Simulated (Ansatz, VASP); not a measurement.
# Two plane-wave programs on Sn

Contents of INCAR:

```
PREC = Accurate ; ENCUT = 520
EDIFF = 1E-6 ; ISMEAR = -1
SIGMA = 0.1 ; LREAL = False
LASPH = True ; NELM = 60
ALGO = Normal ; ISIF = 2
LWAVE = False ; LCHARG = False
GGA = PE ; NBANDS = 28
```

KPOINTS

```
regular mesh
0
Gamma
  8 8 11
```

Contents of POSCAR:

```
Sn
1.0
    5.6177734644      0.0000000000      0.0000000000
   -2.8088867322      4.8651345329      0.0000000000
    0.0000000000      0.0000000000      3.4253357378
Sn
3
Direct
    0.0000000000      0.0000000000      0.0000000000
    0.3333333333      0.6666666667      0.5000000000
    0.6666666667      0.3333333333      0.5000000000
```

Input for Ansatz:

```yaml
crystal:
  lattice:
    - [5.6177734644, 0.0, 0.0]
    - [-2.8088867322, 4.8651345329, 0.0]
    - [0.0, 0.0, 3.4253357378]
  atoms:
    - { symbol: Sn, position: [0.0, 0.0, 0.0] }
    - { symbol: Sn, position: [0.3333333333, 0.6666666667, 0.5] }
    - { symbol: Sn, position: [0.6666666667, 0.3333333333, 0.5] }
hamiltonian:
  xc: pbe
  pseudopotentials:
    kind: paw
    azcp:
      Sn: "pseudopotentials/Sn.paw.azcp"
basis:
  ecutwfc: 420
  fft_grid_basis: typed
kpoints:
  mp_grid: { grid: [8, 8, 11], shift: [0, 0, 0] }
magnetization:
  spin_polarized: false
scf:
  occupations: { method: fermi_dirac, width: 0.1 }
  lower_state_search: "off"
output:
  stress: true
```

Alike in both runs: task single point; functional PBE; k mesh 8 × 8 × 11; occupations fermi-dirac, width 0.1 eV; no spin polarisation.

|  | VASP | Ansatz |
| --- | --- | --- |
| version | VASP 6.6.1 | Ansatz 0.2.0 |
| potentials or method | VASP PAW PBE potentials, release 64 (Sn_d) | plane waves (420 eV) with PAW, scalar-relativistic |
| plane-wave cutoff (eV) | 520 | 420 |
| valence electrons in the cell | 42 | 42 |

```csv
,VASP,Ansatz,Ansatz less VASP
pressure (GPa),-3.8,-3.8,+0.04
largest component of the traceless stress (GPa),0.97,0.97,-0.001
```

With one functional, cell and mesh, what is left measures potentials, basis and numerics.
